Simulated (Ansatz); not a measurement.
**¹⁷O NMR of the central transition in Ga2O3**

Cell: a structure deposited in the COD whose atoms were relaxed with PBE, the cell held.

```
Ga O
1.0
     6.10700   -1.51855    0.00000
     6.10700    1.51855    0.00000
    -1.38599    0.00000    5.63001
Ga O
4 6
Direct
  0.09118 0.09118 0.79531
  0.90882 0.90882 0.20469
  0.65951 0.65951 0.31274
  0.34049 0.34049 0.68726
  0.16895 0.16895 0.10843
  0.83105 0.83105 0.89157
  0.17220 0.17220 0.56031
  0.82780 0.82780 0.43969
  0.49671 0.49671 0.25370
  0.50329 0.50329 0.74630
```

Atoms are numbered from 1 in the order listed; like atoms form one site, named after its first atom.

All values are calculated (Ansatz; DFT, PBEsol, plane waves and PAW, scalar-relativistic, 420 eV cutoff, Γ-centred 10×10×6 k-points, Fermi–Dirac smearing 0.02 eV), not measured.

¹⁷O has I = 5/2 and Q = -25.58 mb (Pyykkö 2018); at 23.5 T its Larmor frequency is ν₀ = 135.7 MHz. Only the quadrupole interaction is simulated: positions count from each site's isotropic chemical shift, and J coupling is left out, as are shift anisotropy and dipolar coupling, which fast spinning averages.

The O sites: O5 (atoms 5, 6; 3 Ga at 1.84–1.95 Å); O7 (atoms 7, 8; 4 Ga at 1.87–2.07 Å); O9 (atoms 9, 10; 3 Ga at 1.84–1.94 Å).

Fitted components of the simulated spectrum:

```json
{"component": "A", "|C_Q| (MHz)": "2.50", "η": "0.03"}
{"component": "B", "|C_Q| (MHz)": "5.04", "η": "0.42"}
{"component": "C", "|C_Q| (MHz)": "6.81", "η": "0.06"}
```

(1) Which site most likely gives which component?

Results:

(1) By the calculation, A is O7, B is O5, C is O9. At O5 and O9 V_zz stands upright on the plane through its three neighbours (within 1°) in each case. At O7 V_zz points along its shortest bond, to Ga (within 5°). Like point charges on the first shell alone (each adding as 1/d³) would give the same order, so the shape of the shell goes a long way to explain it.
